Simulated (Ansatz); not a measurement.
# Platinum, simple cubic under PBEsol: from relaxation to bulk modulus, part 1 of 2

The plan for platinum in the simple cubic structure: relax it, solve it on a dense k-mesh, then scale the cell to 7 volumes from 88 to 112 % of the relaxed one and try a fit of the equation of state. Spin polarisation is left out. The k-meshes are 12×12×12 for the relaxation; 20×20×20 for the dense run; 14×14×14 for the volumes.

This is Pt in the simple cubic structure; at room conditions it is fcc.

Program: Ansatz 0.2.0. Level of theory: DFT PBEsol, plane waves (420 eV) with PAW, scalar-relativistic; the PAW data stem from PBE, with regenerated cores. These are calculated values, not measurements.

**1. Starting point**

The structure is cubic, space group Pm-3m (No. 221). The conventional cell has a = 2.536 Å, b = 2.536 Å, c = 2.536 Å, α = 90.00°, β = 90.00°, γ = 90.00°. Pt (site symmetry m-3m) has 6 Pt at 2.54 Å as nearest neighbours.

Structure file:

```xyz
1
Lattice="2.5356 0.0000 0.0000 0.0000 2.5356 0.0000 0.0000 0.0000 2.5356" Properties=species:S:1:pos:R:3 pbc="T T T"
Pt    0.0000    0.0000    0.0000
```

**2. Relaxation of the cell**

The input, input.yaml:

```yaml
crystal:
  lattice:
    - [2.5356188197, 0.0, 0.0]
    - [0.0, 2.5356188197, 0.0]
    - [0.0, 0.0, 2.5356188197]
  atoms:
    - { symbol: Pt, position: [0.0, 0.0, 0.0] }
hamiltonian:
  xc: pbesol
  pseudopotentials:
    kind: paw
    azcp:
      Pt: "pseudopotentials/Pt.paw.azcp"
basis:
  ecutwfc: 420
  fft_grid_basis: typed
kpoints:
  mp_grid: { grid: [12, 12, 12], shift: [0, 0, 0] }
magnetization:
  spin_polarized: false
scf:
  occupations: { method: fermi_dirac, width: 0.1 }
relax:
  max_steps: 60
  f_tol: 0.01
  cell: {}
```

The log of the run:

```text
Warning: <dir> the record states the generating functional pbe (its physics header spells it `PBE`), which answers neither for hamiltonian.xc's functional nor for the pbesol family's — results may be inconsistent (PPs are generated against a specific XC)
Warning: RAYON_NUM_THREADS=2 ignored (pool sized by the plan → 2); use --threads N
Engine: ansatz 0.2.0, aarch64-unknown-linux-gnu
Pseudopotentials: kind: paw
Pseudopotential: Pt, paw, valence charge 18, recommended cutoff 420 eV (normal), <dir>
Functional definition: PBEsol
  exchange = pbesol_x
  correlation = pbesol_c
Crystal: 1 atoms, lattice volume = 16.302 Å³
Basis set: ecut = 420 eV, 305 PW (Γ), exchange–correlation on 36×36×36 points (8 copies of the dense FFT grid, shifted against one another)
Bands: 13, of which v1, the nominal top of the filled ones, is band 9 counted from 1 (8 counted from 0)
Symmetry: 48 space group operations
Space group: Pm-3m (ITA 221), of the structure as read, at distance tolerance 2.5e-5 Å
k-points: 84 of 1728
Non-local potential: Pt, projectors of the file, l = 0: 3, l = 1: 2, l = 2: 2, l = 3: 1
PAW form: soft (Blöchl's): semilocal exchange-correlation on the pseudo side does not see the compensation charge
PAW frozen core: Pt, regenerated for the run's functional, and the local potential with it (the file was generated under x = pbe(κ = 0.804, μ = 0.2195149727645171), c = pbe(β = 0.06672455060314922))
PAW one-centre angular grid: Pt, 590 points (default); XC on 64 Gauss nodes
Initial density: superposition of atomic densities (neutral atoms: chi_scale 0, normalization atom), corrected by the library's trained network
Initial wavefunctions: pseudopotential atomic-orbital guess
Functional: x = pbesol(κ = 0.804, μ = 0.12345679012345678), c = pbesol(β = 0.046)
SCF iter   1: F=—  HF=-12383.262418 eV  |F-HF|=—  |Δ(HF+E_count)|=         —  Δρ=8.96e-3  dr2=1.30e-2  ethr=1.77e-3  ⟨swp⟩=4.9  Hψ=5937  notcnv=0
preconditioner: auto → none  [metal: Δε(μ)=0.042 eV  Ē_g=13.932 eV  σ=0.100 eV  W_gap=0.10  n_scr=6 (ndim 8)  ℏωp=29.1 eV  f_vac=0.000  D(μ)=1.13/eV (n_scr^D=18)  sad-step TF]
SCF iter   2: F=—  HF=-12383.259137 eV  |F-HF|=—  |Δ(HF+E_count)|=   3.28e-3  Δρ=3.85e-3  dr2=2.47e-3  ethr=7.20e-5  ⟨swp⟩=1.1  Hψ=1778  notcnv=0
SCF iter   3: F=—  HF=-12383.258525 eV  |F-HF|=—  |Δ(HF+E_count)|=   6.12e-4  Δρ=6.04e-4  dr2=3.76e-5  ethr=1.37e-5  ⟨swp⟩=2.2  Hψ=1433  notcnv=0
SCF iter   4: F=—  HF=-12383.258522 eV  |F-HF|=—  |Δ(HF+E_count)|=   3.00e-6  Δρ=6.25e-5  dr2=3.75e-7  ethr=2.09e-7  ⟨swp⟩=2.2  Hψ=1598  notcnv=0
iter 5 did not close the SCF: its close was put off for the readings that it lacked (scf_convergence_deferred on its scf_iter line)
SCF iter   5: F=-12383.258522 eV  HF=-12383.258522 eV  |F-HF|=3.91e-9  |Δ(HF+E_count)|=   1.66e-7  Δρ=6.15e-6  dr2=4.93e-9  ethr=2.08e-9  ⟨swp⟩=2.6  Hψ=1869  notcnv=0
SCF iter   6: F=-12383.258522 eV  HF=-12383.258522 eV  |F-HF|=1.82e-12  |Δ(HF+E_count)|=   1.39e-9  Δρ=4.80e-7  dr2=1.16e-11  ethr=2.74e-11  ⟨swp⟩=1.8  Hψ=3369  notcnv=0
SCF 1 converged in 6 iterations: F = -12383.258522 eV  dr2 = 1.16e-11
relax step   1: F+E_penalty+E_count = -12383.25852195 eV  Δ(F+E_penalty+E_count) = +0.000e0 eV  max|allowed force component| = 0.000e0 eV/Å  Δτ_max = 0.0000 Å  P = +15.620 GPa  Ω = 16.302 Å³  (6 SCF iters, dr2 threshold 1.00e-7 eV, accepted)
Crystal: 1 atoms, lattice volume = 18.402 Å³
Basis set: ecut = 420 eV, 365 PW (Γ), exchange–correlation on 36×36×36 points (8 copies of the dense FFT grid, shifted against one another)
Initial density: handed on by an earlier stage of this run
Initial wavefunctions: those handed on with the density
iter 1 solved again at ethr=4.48e-5 eV; its pass at ethr=3.10e-3 eV (dr2=8.06e-3 eV) is discarded
SCF iter   1: F=—  HF=-12383.267723 eV  |F-HF|=—  |Δ(HF+E_count)|=         —  Δρ=8.27e-3  dr2=8.25e-3  ethr=4.48e-5  ⟨swp⟩=1.0  Hψ=7526  notcnv=0
preconditioner: auto → none  [metal: Δε(μ)=0.030 eV  Ē_g=12.792 eV  σ=0.100 eV  W_gap=0.08  n_scr=6 (ndim 8)  ℏωp=27.4 eV  f_vac=0.000  D(μ)=1.35/eV (n_scr^D=18)]
SCF iter   2: F=—  HF=-12383.266239 eV  |F-HF|=—  |Δ(HF+E_count)|=   1.48e-3  Δρ=4.08e-3  dr2=1.15e-3  ethr=4.48e-5  ⟨swp⟩=2.1  Hψ=1418  notcnv=0
SCF iter   3: F=—  HF=-12383.266137 eV  |F-HF|=—  |Δ(HF+E_count)|=   1.02e-4  Δρ=1.57e-3  dr2=1.85e-4  ethr=6.37e-6  ⟨swp⟩=2.9  Hψ=1890  notcnv=0
SCF iter   4: F=—  HF=-12383.266150 eV  |F-HF|=—  |Δ(HF+E_count)|=   1.28e-5  Δρ=1.29e-4  dr2=1.13e-6  ethr=1.03e-6  ⟨swp⟩=1.8  Hψ=1356  notcnv=0
SCF iter   5: F=—  HF=-12383.266125 eV  |F-HF|=—  |Δ(HF+E_count)|=   2.54e-5  Δρ=1.70e-5  dr2=1.54e-8  ethr=5.56e-10  ⟨swp⟩=4.0  Hψ=3640  notcnv=0
SCF iter   6: F=-12383.266125 eV  HF=-12383.266125 eV  |F-HF|=2.36e-11  |Δ(HF+E_count)|=   7.27e-9  Δρ=2.52e-6  dr2=2.54e-10  ethr=8.54e-11  ⟨swp⟩=1.2  Hψ=3275  notcnv=0
SCF 2 converged in 6 iterations: F = -12383.266125 eV  dr2 = 2.54e-10
relax step   2: F+E_penalty+E_count = -12383.26612464 eV  Δ(F+E_penalty+E_count) = -7.603e-3 eV  max|allowed force component| = 0.000e0 eV/Å  Δτ_max = 0.0000 Å  P = -11.018 GPa  Ω = 18.402 Å³  energy of the carried Pulay correction = -8.396e-4 eV  (6 SCF iters, dr2 threshold 1.00e-7 eV, accepted)
Crystal: 1 atoms, lattice volume = 17.471 Å³
Basis set: ecut = 420 eV, 341 PW (Γ), exchange–correlation on 36×36×36 points (8 copies of the dense FFT grid, shifted against one another)
iter 1 solved again at ethr=9.60e-6 eV; its pass at ethr=3.10e-3 eV (dr2=1.73e-3 eV) is discarded
SCF iter   1: F=—  HF=-12383.305108 eV  |F-HF|=—  |Δ(HF+E_count)|=         —  Δρ=3.69e-3  dr2=1.67e-3  ethr=9.60e-6  ⟨swp⟩=1.0  Hψ=7431  notcnv=0
preconditioner: auto → none  [metal: Δε(μ)=0.006 eV  Ē_g=13.253 eV  σ=0.100 eV  W_gap=0.01  n_scr=6 (ndim 8)  ℏωp=28.1 eV  f_vac=0.000  D(μ)=1.26/eV (n_scr^D=18)]
SCF iter   2: F=—  HF=-12383.304757 eV  |F-HF|=—  |Δ(HF+E_count)|=   3.51e-4  Δρ=1.75e-3  dr2=2.09e-4  ethr=9.27e-6  ⟨swp⟩=2.0  Hψ=1456  notcnv=0
SCF iter   3: F=—  HF=-12383.304725 eV  |F-HF|=—  |Δ(HF+E_count)|=   3.17e-5  Δρ=7.35e-4  dr2=3.08e-5  ethr=1.16e-6  ⟨swp⟩=2.8  Hψ=1839  notcnv=0
SCF iter   4: F=—  HF=-12383.304706 eV  |F-HF|=—  |Δ(HF+E_count)|=   1.94e-5  Δρ=2.98e-4  dr2=4.79e-6  ethr=1.71e-7  ⟨swp⟩=1.0  Hψ=1093  notcnv=0
SCF iter   5: F=—  HF=-12383.304707 eV  |F-HF|=—  |Δ(HF+E_count)|=   6.47e-7  Δρ=5.71e-5  dr2=1.80e-7  ethr=2.66e-8  ⟨swp⟩=1.0  Hψ=1093  notcnv=0
SCF iter   6: F=-12383.304707 eV  HF=-12383.304707 eV  |F-HF|=4.13e-10  |Δ(HF+E_count)|=   3.81e-8  Δρ=5.11e-6  dr2=1.40e-9  ethr=5.56e-10  ⟨swp⟩=4.0  Hψ=3258  notcnv=0
SCF 3 converged in 6 iterations: F = -12383.304707 eV  dr2 = 1.40e-9
relax step   3: F+E_penalty+E_count = -12383.30470662 eV  Δ(F+E_penalty+E_count) = -3.858e-2 eV  max|allowed force component| = 0.000e0 eV/Å  Δτ_max = 0.0000 Å  P = -1.621 GPa  Ω = 17.471 Å³  energy of the carried Pulay correction = -4.803e-4 eV  (6 SCF iters, dr2 threshold 1.00e-7 eV, accepted)
Crystal: 1 atoms, lattice volume = 17.341 Å³
iter 1 solved again at ethr=1.41e-7 eV; its pass at ethr=3.10e-3 eV (dr2=2.53e-5 eV) is discarded
SCF iter   1: F=—  HF=-12383.305466 eV  |F-HF|=—  |Δ(HF+E_count)|=         —  Δρ=5.23e-4  dr2=3.11e-5  ethr=1.41e-7  ⟨swp⟩=2.0  Hψ=7156  notcnv=0
preconditioner: auto → none  [metal: Δε(μ)=0.014 eV  Ē_g=13.355 eV  σ=0.100 eV  W_gap=0.03  n_scr=6 (ndim 8)  ℏωp=28.2 eV  f_vac=0.000  D(μ)=1.25/eV (n_scr^D=18)]
SCF iter   2: F=—  HF=-12383.305438 eV  |F-HF|=—  |Δ(HF+E_count)|=   2.80e-5  Δρ=2.55e-4  dr2=4.18e-6  ethr=1.41e-7  ⟨swp⟩=2.0  Hψ=1479  notcnv=0
SCF iter   3: F=—  HF=-12383.305438 eV  |F-HF|=—  |Δ(HF+E_count)|=   4.19e-7  Δρ=1.02e-4  dr2=6.40e-7  ethr=2.32e-8  ⟨swp⟩=2.6  Hψ=1788  notcnv=0
SCF iter   4: F=-12383.305438 eV  HF=-12383.305438 eV  |F-HF|=8.37e-9  |Δ(HF+E_count)|=   8.09e-8  Δρ=1.53e-5  dr2=1.03e-8  ethr=5.56e-10  ⟨swp⟩=4.0  Hψ=3327  notcnv=0
SCF 4 converged in 4 iterations: F = -12383.305438 eV  dr2 = 1.03e-8
relax step   4: F+E_penalty+E_count = -12383.30543806 eV  Δ(F+E_penalty+E_count) = -7.314e-4 eV  max|allowed force component| = 0.000e0 eV/Å  Δτ_max = 0.0000 Å  P = -0.041 GPa  Ω = 17.341 Å³  energy of the carried Pulay correction = -4.285e-4 eV  (4 SCF iters, dr2 threshold 1.00e-7 eV, accepted)
Initial wavefunctions: pseudopotential atomic-orbital guess (no wavefunctions were taken with the density)
iter 1 solved again at ethr=7.34e-9 eV; its pass at ethr=3.10e-3 eV (dr2=1.32e-6 eV) is discarded
SCF iter   1: F=—  HF=-12383.305801 eV  |F-HF|=—  |Δ(HF+E_count)|=         —  Δρ=1.75e-4  dr2=5.67e-7  ethr=7.34e-9  ⟨swp⟩=3.1  Hψ=9037  notcnv=0
preconditioner: auto → none  [metal: Δε(μ)=0.014 eV  Ē_g=13.357 eV  σ=0.100 eV  W_gap=0.03  n_scr=6 (ndim 8)  ℏωp=28.2 eV  f_vac=0.000  D(μ)=1.25/eV (n_scr^D=18)]
SCF iter   2: F=—  HF=-12383.305781 eV  |F-HF|=—  |Δ(HF+E_count)|=   1.98e-5  Δρ=8.38e-5  dr2=1.14e-7  ethr=3.15e-9  ⟨swp⟩=2.1  Hψ=1822  notcnv=0
SCF iter   3: F=—  HF=-12383.305781 eV  |F-HF|=—  |Δ(HF+E_count)|=   6.16e-7  Δρ=1.70e-5  dr2=2.49e-8  ethr=6.31e-10  ⟨swp⟩=2.3  Hψ=1743  notcnv=0
SCF iter   4: F=—  HF=-12383.305781 eV  |F-HF|=—  |Δ(HF+E_count)|=   1.27e-8  Δρ=4.17e-6  dr2=4.12e-10  ethr=1.38e-10  ⟨swp⟩=2.4  Hψ=1681  notcnv=0
SCF iter   5: F=-12383.305781 eV  HF=-12383.305781 eV  |F-HF|=1.09e-11  |Δ(HF+E_count)|=   1.79e-9  Δρ=1.73e-7  dr2=9.77e-13  ethr=1.00e-12  ⟨swp⟩=3.7  Hψ=4801  notcnv=0
SCF 5 converged in 5 iterations: F = -12383.305781 eV  dr2 = 9.77e-13
relax step   5: F+E_penalty+E_count = -12383.30578139 eV  Δ(F+E_penalty+E_count) = -3.433e-4 eV  max|allowed force component| = 0.000e0 eV/Å  Δτ_max = 0.0000 Å  P = -0.065 GPa  Ω = 17.341 Å³  stress off target by 6.50e-2 GPa  SCF on the basis re-selected at this cell (its energy is not comparable with the rows above)  (5 SCF iters)
basis re-selected at this cell: Δ(F+E_penalty+E_count) = -3.433e-4 eV, ΔP = -0.024 GPa vs the last step (what re-selecting the basis moved, of the pressure what is left beyond the Pulay correction that the steps carried, after the strain that the cell walked since its last selection, with what the two solves' SCF thresholds leave and, on support functions, any second-order correction that the steps lacked; it is no measure of the basis error at this ecutwfc). This SCF's stress stands 6.50e-2 GPa from its target on what of the cell is left free (relax.cell.stress_tol is 5.00e-2 GPa) and its largest allowed force component is 0.00e0 eV/Å (relax.f_tol is 1.00e-2 eV/Å): not within both, so this SCF does not close the relaxation
Crystal: 1 atoms, lattice volume = 17.336 Å³
iter 1 solved again at ethr=2.17e-10 eV; its pass at ethr=3.10e-3 eV (dr2=3.90e-8 eV) is discarded
SCF iter   1: F=—  HF=-12383.305806 eV  |F-HF|=—  |Δ(HF+E_count)|=         —  Δρ=2.13e-5  dr2=5.11e-8  ethr=2.17e-10  ⟨swp⟩=2.0  Hψ=6959  notcnv=0
preconditioner: auto → none  [metal: Δε(μ)=0.014 eV  Ē_g=13.360 eV  σ=0.100 eV  W_gap=0.03  n_scr=6 (ndim 8)  ℏωp=28.2 eV  f_vac=0.000  D(μ)=1.25/eV (n_scr^D=18)]
SCF iter   2: F=-12383.305784 eV  HF=-12383.305784 eV  |F-HF|=2.04e-9  |Δ(HF+E_count)|=   2.21e-5  Δρ=1.02e-5  dr2=6.69e-9  ethr=5.87e-11  ⟨swp⟩=2.7  Hψ=3832  notcnv=0
SCF 6 converged in 2 iterations: F = -12383.305784 eV  dr2 = 6.69e-9
relax step   6: F+E_penalty+E_count = -12383.30578441 eV  Δ(F+E_penalty+E_count) = -3.015e-6 eV  max|allowed force component| = 0.000e0 eV/Å  Δτ_max = 0.0000 Å  P = +0.001 GPa  Ω = 17.336 Å³  energy of the carried Pulay correction = +1.957e-6 eV  (2 SCF iters, dr2 threshold 1.06e-8 eV, accepted)
iter 1 solved again at ethr=2.35e-9 eV; its pass at ethr=3.10e-3 eV (dr2=4.23e-7 eV) is discarded
SCF iter   1: F=—  HF=-12383.305806 eV  |F-HF|=—  |Δ(HF+E_count)|=         —  Δρ=1.04e-5  dr2=6.97e-9  ethr=2.35e-9  ⟨swp⟩=4.1  Hψ=9427  notcnv=0
SCF iter   2: F=—  HF=-12383.305784 eV  |F-HF|=—  |Δ(HF+E_count)|=   2.19e-5  Δρ=3.91e-6  dr2=1.09e-9  ethr=3.87e-11  ⟨swp⟩=2.4  Hψ=1701  notcnv=0
SCF iter   3: F=—  HF=-12383.305784 eV  |F-HF|=—  |Δ(HF+E_count)|=  6.18e-11  Δρ=1.83e-6  dr2=2.05e-10  ethr=6.03e-12  ⟨swp⟩=2.5  Hψ=1471  notcnv=0
SCF iter   4: F=-12383.305784 eV  HF=-12383.305784 eV  |F-HF|=0.00e0  |Δ(HF+E_count)|=  3.46e-11  Δρ=1.51e-7  dr2=1.50e-12  ethr=1.00e-12  ⟨swp⟩=3.6  Hψ=4882  notcnv=0
SCF 7 converged in 4 iterations: F = -12383.305784 eV  dr2 = 1.50e-12
relax step   7: F+E_penalty+E_count = -12383.30578441 eV  Δ(F+E_penalty+E_count) = -1.610e-9 eV  max|allowed force component| = 0.000e0 eV/Å  Δτ_max = 0.0000 Å  P = +0.001 GPa  Ω = 17.336 Å³  stress off target by 8.60e-4 GPa  SCF on the basis re-selected at this cell (its energy is not comparable with the rows above)  (4 SCF iters)
basis re-selected at this cell: Δ(F+E_penalty+E_count) = -1.610e-9 eV, ΔP = -0.000 GPa vs the last step (what re-selecting the basis moved, of the pressure what is left beyond the Pulay correction that the steps carried, after the strain that the cell walked since its last selection, with what the two solves' SCF thresholds leave and, on support functions, any second-order correction that the steps lacked; it is no measure of the basis error at this ecutwfc). This SCF's stress stands 8.60e-4 GPa from its target on what of the cell is left free (relax.cell.stress_tol is 5.00e-2 GPa) and its largest allowed force component is 0.00e0 eV/Å (relax.f_tol is 1.00e-2 eV/Å): within both
SCF converged after 4 iterations
Free energy (F): -12383.305784 eV
Harris-Foulkes:  -12383.305784 eV  (|F-HF|=0.00e0)
Internal energy: -12383.264190 eV  (E = F + TS)
E sigma→0 (E₀):  -12383.284987 eV
Entropy (-TS):   -0.041594 eV (-41.594 meV/atom)
Fermi energy:    19.172391 eV
--- Per-component energies (eV) ---
  E_band       = -196.977765
  E_kinetic    = 638.204216
  E_local      = -1737.622122  (includes V_loc(G=0)·N_el)
  E_nonlocal   = 203.415430
  E_hartree    = 646.552447
  E_xc         = -259.919503
  E_vxc        = -301.835455  (∫ρ·V_xc dr)
  E_paw        = -9316.842682  (= ΣΔE_a)
  E_vpaw       = -292.244890  (= ΣTr[D̂ρ^β])
  E_aug_tail   = 0.000200  (compensation charges beyond the density's cutoff)
  E_ewald      = -2557.339157
  E_core_change = 0.286981  (= ΣΔE_core)
  E_smearing   = -0.041594  (= −TS)
  E_closure    = 0.000000  (closes the sum)
  Σ components = -12383.305784   (vs F -12383.305784, Δ=0.00e0)
--- Forces (eV/Å), atoms counted from 1 ---
  atom   1  Pt    -0.00000000     0.00000000     0.00000000
  max |Σ_I F_I| component: 5.75e-32 eV/Å
--- Stress (GPa, compression-positive) ---
        0.000860       0.000000      -0.000000
        0.000000       0.000860       0.000000
       -0.000000       0.000000       0.000860
  P = ⅓ Tr σ = 0.0009 GPa (0.009 kbar)
--- Relaxed structure (5 steps of the walk, 5 accepted, 2 SCFs on fresh bases) ---
  F+E_penalty+E_count = -12383.30578441 eV   max|allowed force component| = 0.000e0 eV/Å   (the final SCF, on the basis selected at the relaxed cell)
  cell:  # Å, volume = 17.3360 Å³
    - [2.5881137393313933, -3.771612807758336e-34, 7.703719777548943e-34]
    - [-6.2592723192585165e-34, 2.5881137393313933, 0.0]
    - [1.0271626370065257e-33, 0.0, 2.5881137393313933]
  atoms:
    - { symbol: Pt, position: [0.0, 0.0, 0.0] }
```

It took 3.9 s on 2 threads of an Arm CPU, shared host; peak memory 0.28 GiB.

Step by step:

| step | energy change (meV/atom) | largest force (eV/Å) | pressure (GPa) | volume (Å³/atom) |
| --- | --- | --- | --- | --- |
| 1 | 0.00 | 0.0000 | 15.62 | 16.302 |
| 2 | -7.60 | 0.0000 | -11.02 | 18.402 |
| 3 | -46.18 | 0.0000 | -1.62 | 17.471 |
| 4 | -46.92 | 0.0000 | -0.04 | 17.341 |
| 5 | -47.26 | 0.0000 | -0.06 | 17.341 |
| 6 | -47.26 | 0.0000 | 0.00 | 17.336 |
| 7 | -47.26 | 0.0000 | 0.00 | 17.336 |

Steps that repeat a cell are solved on a basis chosen anew, so their changes of energy are no gain of the relaxation.

The cell of the run, before and after:

|  | before | after | change |
| --- | --- | --- | --- |
| a (Å) | 2.536 | 2.588 | +2.1 % |
| b (Å) | 2.536 | 2.588 | +2.1 % |
| c (Å) | 2.536 | 2.588 | +2.1 % |
| volume (Å³/atom) | 16.302 | 17.336 | +6.3 % |
| shortest distance (Å) | 2.536 | 2.588 | +2.1 % |
| space group (spins left aside) | Pm-3m | Pm-3m | same |

**3. The energy on a finer k-mesh**

The input, input.yaml:

```yaml
crystal:
  lattice:
    - [2.5881137393, 0.0, 0.0]
    - [0.0, 2.5881137393, 0.0]
    - [0.0, 0.0, 2.5881137393]
  atoms:
    - { symbol: Pt, position: [0.0, 0.0, 0.0] }
hamiltonian:
  xc: pbesol
  pseudopotentials:
    kind: paw
    azcp:
      Pt: "pseudopotentials/Pt.paw.azcp"
basis:
  ecutwfc: 420
  fft_grid_basis: typed
kpoints:
  mp_grid: { grid: [20, 20, 20], shift: [0, 0, 0] }
magnetization:
  spin_polarized: false
scf:
  occupations: { method: fermi_dirac, width: 0.1 }
```

The log of the run, cut to the lines that bear on the results:

```text
Warning: <dir> the record states the generating functional pbe (its physics header spells it `PBE`), which answers neither for hamiltonian.xc's functional nor for the pbesol family's — results may be inconsistent (PPs are generated against a specific XC)
Warning: RAYON_NUM_THREADS=2 ignored (pool sized by the plan → 2); use --threads N
[...]
[... 3 set-up lines as earlier in the session ...]
[...]
Crystal: 1 atoms, lattice volume = 17.336 Å³
Basis set: ecut = 420 eV, 341 PW (Γ)
Bands: 13, of which v1, the nominal top of the filled ones, is band 9 counted from 1 (8 counted from 0)
[... 1 set-up line as earlier in the session ...]
Space group: Pm-3m (ITA 221), of the structure as read, at distance tolerance 2.6e-5 Å
k-points: 286 of 8000
[...]
SCF iter   1: F=—  HF=-12383.302516 eV  |F-HF|=—  |Δ(HF+E_count)|=         —  Δρ=8.02e-3  dr2=1.28e-2  ethr=1.77e-3  ⟨swp⟩=4.9  Hψ=20150  notcnv=0
[...]
SCF iter   6: F=-12383.298885 eV  HF=-12383.298885 eV  |F-HF|=1.46e-11  |Δ(HF+E_count)|=  8.73e-11  Δρ=4.34e-7  dr2=1.67e-11  ethr=1.30e-11  ⟨swp⟩=1.0  Hψ=11076  notcnv=0
[...]
SCF converged after 6 iterations
Free energy (F): -12383.298885 eV
[...]
E sigma→0 (E₀):  -12383.276983 eV
Entropy (-TS):   -0.043802 eV (-43.802 meV/atom)
Fermi energy:    19.216313 eV
[...]
```

It took 1.7 s on 2 threads of an Arm CPU, shared host; peak memory 0.31 GiB.

**4. Equation of state: 88 %**

The input, input.yaml:

```yaml
crystal:
  lattice:
    - [2.4801479126, 0.0, 0.0]
    - [0.0, 2.4801479126, 0.0]
    - [0.0, 0.0, 2.4801479126]
  atoms:
    - { symbol: Pt, position: [0.0, 0.0, 0.0] }
hamiltonian:
  xc: pbesol
  pseudopotentials:
    kind: paw
    azcp:
      Pt: "pseudopotentials/Pt.paw.azcp"
basis:
  ecutwfc: 420
  fft_grid_basis: typed
kpoints:
  mp_grid: { grid: [14, 14, 14], shift: [0, 0, 0] }
magnetization:
  spin_polarized: false
scf:
  occupations: { method: fermi_dirac, width: 0.1 }
  lower_state_search: "off"
output:
  stress: true
```

The log of the run, cut to the lines that bear on the results:

```text
Warning: <dir> the record states the generating functional pbe (its physics header spells it `PBE`), which answers neither for hamiltonian.xc's functional nor for the pbesol family's — results may be inconsistent (PPs are generated against a specific XC)
Warning: RAYON_NUM_THREADS=2 ignored (pool sized by the plan → 2); use --threads N
[...]
[... 3 set-up lines as earlier in the session ...]
[...]
Crystal: 1 atoms, lattice volume = 15.256 Å³
Basis set: ecut = 420 eV, 305 PW (Γ)
Bands: 13, of which v1, the nominal top of the filled ones, is band 9 counted from 1 (8 counted from 0)
[... 2 set-up lines as earlier in the session ...]
k-points: 120 of 2744
[...]
SCF iter   1: F=—  HF=-12383.074023 eV  |F-HF|=—  |Δ(HF+E_count)|=         —  Δρ=8.82e-3  dr2=1.25e-2  ethr=1.77e-3  ⟨swp⟩=5.0  Hψ=8687  notcnv=0
[...]
SCF iter   6: F=-12383.069756 eV  HF=-12383.069756 eV  |F-HF|=2.36e-11  |Δ(HF+E_count)|=  1.56e-10  Δρ=5.76e-7  dr2=3.00e-11  ethr=1.25e-11  ⟨swp⟩=1.4  Hψ=4810  notcnv=0
[...]
SCF converged after 6 iterations
Free energy (F): -12383.069756 eV
[...]
E sigma→0 (E₀):  -12383.050682 eV
Entropy (-TS):   -0.038149 eV (-38.149 meV/atom)
Fermi energy:    22.875819 eV
[...]
--- Stress (GPa, compression-positive) ---
       38.782260       0.000000       0.000000
        0.000000      38.782260       0.000000
        0.000000       0.000000      38.782260
  P = ⅓ Tr σ = 38.7823 GPa (387.823 kbar)
```

It took 0.92 s on 2 threads of an Arm CPU, shared host; peak memory 0.27 GiB.

(Continued in part 2 of 2.)
